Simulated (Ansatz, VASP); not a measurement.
BN in VASP and in Ansatz

The input INCAR:

```
PREC     = Accurate       # precision mode
ENCUT    = 600            # plane-wave cutoff, eV
EDIFF    = 1E-7           # SCF threshold, eV
ISMEAR   = 0              # smearing method
SIGMA    = 0.02           # smearing width, eV
LREAL    = F              # projectors in reciprocal space
LASPH    = T              # aspherical terms in the spheres
NELM     = 100            # most SCF steps
ALGO     = Normal         # electronic algorithm
ISIF     = 3              # what is computed and relaxed
LWAVE    = F              # write WAVECAR
LCHARG   = F              # write CHGCAR
GGA      = PS             # functional
IBRION   = 2              # ionic algorithm
NSW      = 65             # ionic steps
EDIFFG   = -0.01          # ionic threshold
```

KPOINTS

```
Automatic mesh
0
Gamma
  12 12 3
```

POSCAR

```
BN
1.0
    2.5410117668      0.0000000000      0.0000000000
   -1.2705058834      2.2005807414      0.0000000000
    0.0000000000      0.0000000000      8.4066019253
B N
4 4
Direct
    0.0000000000      0.0000000000      0.0000000000
    0.3333333333      0.6666666667      0.2500000000
    0.6666666667      0.3333333333      0.5000000000
    0.3333333333      0.6666666667      0.7500000000
    0.0000000000      0.0000000000      0.1875000000
    0.3333333333      0.6666666667      0.4375000000
    0.6666666667      0.3333333333      0.6875000000
    0.3333333333      0.6666666667      0.9375000000
```

Input for Ansatz:

```yaml
crystal:
  lattice:
    - [2.5410117668, 0.0, 0.0]
    - [-1.2705058834, 2.2005807414, 0.0]
    - [0.0, 0.0, 8.4066019253]
  atoms:
    - { symbol: B, position: [0.0, 0.0, 0.0] }
    - { symbol: "N", position: [0.0, 0.0, 0.1875] }
    - { symbol: B, position: [0.3333333333, 0.6666666667, 0.25] }
    - { symbol: "N", position: [0.3333333333, 0.6666666667, 0.4375] }
    - { symbol: B, position: [0.6666666667, 0.3333333333, 0.5] }
    - { symbol: "N", position: [0.6666666667, 0.3333333333, 0.6875] }
    - { symbol: B, position: [0.3333333333, 0.6666666667, 0.75] }
    - { symbol: "N", position: [0.3333333333, 0.6666666667, 0.9375] }
basis:
  ecutwfc: 420
kpoints:
  mp_grid: { grid: [12, 12, 3] }
hamiltonian:
  xc: pbesol
scf:
  occupations: { method: gaussian, width: 0.02 }
output:
  forces: true
  stress: true
  eigenvalues: true
  populations: true
relax:
  adjacent_minimum: "off"
  f_tol: 0.01
  max_steps: 45
  cell: { stress_tol: 0.05 }
```

Alike in both runs: task relaxation of cell and atoms; functional PBEsol; k mesh 12 × 12 × 3; occupations gaussian, width 0.02 eV; no spin polarisation.

|  | VASP | Ansatz |
| --- | --- | --- |
| version | VASP 6.6.1 | Ansatz 0.2.0 |
| potentials or method | VASP PAW PBE potentials, release 64 (B, N) | scalar-relativistic, plane waves, PAW |
| plane-wave cutoff (eV) | 600 | 420 |
| valence electrons in the cell | 32 | 32 |

Ansatz gave:

```
gap on the k mesh at the Fermi level, each at its own relaxed structure (eV) : 5.37
relaxed volume (Å³/atom)                                                     : 5.87
relaxed cell length with the largest relative difference (Å)                 : 8.366
```

Task: Estimate VASP's values.

Result: gap on the k mesh at the Fermi level, each at its own relaxed structure (eV): 5.36; relaxed volume (Å³/atom): 5.87; relaxed cell length with the largest relative difference (Å): 8.368.

Caveats: the PAW data sets were made with another functional, which shifts forces and pressure a little (VASP); an odd mesh through Γ misses points on the zone boundary, where band edges often lie.
